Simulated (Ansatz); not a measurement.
# WSe2: the cost of one run

Method: DFT PBEsol, scalar-relativistic, plane waves, PAW, in Ansatz 0.2.0.

1 further run of the same task is left out (set aside as unsound or not needed). Runs told in other sessions of the task aren't counted.

## 1. The structure to begin with

Symmetry: P-6m2, No. 187, hexagonal system. Conventional cell: a = 3.270 Å, b = 3.270 Å, c = 16.661 Å, α = 90.00°, β = 90.00°, γ = 120.00°. W (site symmetry -6m2) has 6 Se at 2.52 Å in its first shell of neighbours. Se (site symmetry 3m) has 3 W at 2.52 Å in its first shell of neighbours.

Structure file:

```
CELL_PARAMETERS angstrom
3.27025 0.00000 0.00000
-1.63513 2.83212 0.00000
0.00000 0.00000 16.66122
ATOMIC_POSITIONS crystal
W 0.00000 0.00000 0.00000
Se 0.33333 0.66667 0.10040
Se 0.33333 0.66667 0.89960
```

It goes back to an entry of the Materials Project, which need not be the stable form.

It is the result of an earlier relaxation at this level (volume 51.44 Å³/atom; gap on the mesh: 1.69 eV).

## 2. The reference cell

Reference values: F = -21106.7253 eV; pressure 0.00 GPa; largest force 0.001 eV/Å; gap on the mesh 1.69 eV. It was computed beforehand with the settings of the runs below.

## 3. The scan: a strain scan

The cell is strained by ε times the Voigt pattern (1, 0, 0, 0, 0, 0) (xx, yy, zz, yz, xz, xy; engineering shear), with fractional coordinates fixed (clamped ions). The stress on the pattern is the sum of the stress components weighted by it, tension positive.

## 4. ε = -0.1000

input.yaml reads:

```yaml
crystal:
  lattice:
    - [2.9432274106, 0.0, 0.0]
    - [-1.4716137053, 2.8321218963, 0.0]
    - [0.0, 0.0, 16.6612169706]
  atoms:
    - { symbol: W, position: [0.0, 0.0, 0.0] }
    - { symbol: Se, position: [0.3333333333, 0.6666666667, 0.1003992721] }
    - { symbol: Se, position: [0.3333333333, 0.6666666667, 0.8996007279] }
basis:
  ecutwfc: 420
kpoints:
  mp_grid: { grid: [12, 12, 2] }
hamiltonian:
  xc: pbesol
scf:
  occupations: { method: gaussian, width: 0.05 }
output:
  forces: true
  stress: true
  eigenvalues: true
  write_density: true
  write_potential: true
  elf: true
  volumetric_format: npy
```

Run with:

```console
> ansatz run input.yaml --threads 1 --pin off --max-ram 2560MiB --backend cpu --events-out ev --progress --plain --runs-dir out
```

What time and memory should one allow on 1 thread of Intel Xeon at 2.50GHz (Skylake/Cascade Lake), shared host?

About 56 s, with a peak of 0.54 GiB.
